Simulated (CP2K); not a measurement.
## Cl in CP2K: the effect of functional

Cl:

```
Cl
1.0
     3.86698    0.00000    0.00000
     1.24866    3.65983    0.00000
     0.00000    0.00000    8.21000
Cl
4
Direct
  0.37000 0.63000 0.40000
  0.13000 0.87000 0.90000
  0.63000 0.37000 0.60000
  0.87000 0.13000 0.10000
```

Alike in all runs:

```yaml
Program: CP2K 2026.2
Task: atomic charges
Potentials_or_basis: POTENTIAL_UZH Cl GTH-PBE-q7; TZVP-MOLOPT-PBE-GTH basis
Density_cutoff: 9184 eV
k_mesh: 7 × 7 × 4
Occupations: fermi-dirac, width 0.05 eV
Spin: no spin polarisation
```

```csv
functional,gap on the mesh (eV),pressure (GPa),largest force (eV/Å)
PBE,2.39,0.9,0.28
LDA,2.26,-1.6,0.32
PBEsol,2.33,-0.3,0.20
BEEF-vdW,2.48,1.4,0.30
rev-vdW-DF2,?,?,?
PW91,2.40,1.0,0.32
r2SCAN,2.73,-0.2,0.14
```

Q: What does the run with functional rev-vdW-DF2 give?

A: gap on the mesh 2.38 eV; pressure 0.1 GPa; largest force 0.59 eV/Å.

Caveats: an odd mesh through Γ misses points on the zone boundary, where band edges often lie; the basis of atomic orbitals isn't converged, which shifts pressures, moduli and gaps; the potentials were made for another functional, which shifts forces and pressure (some runs).
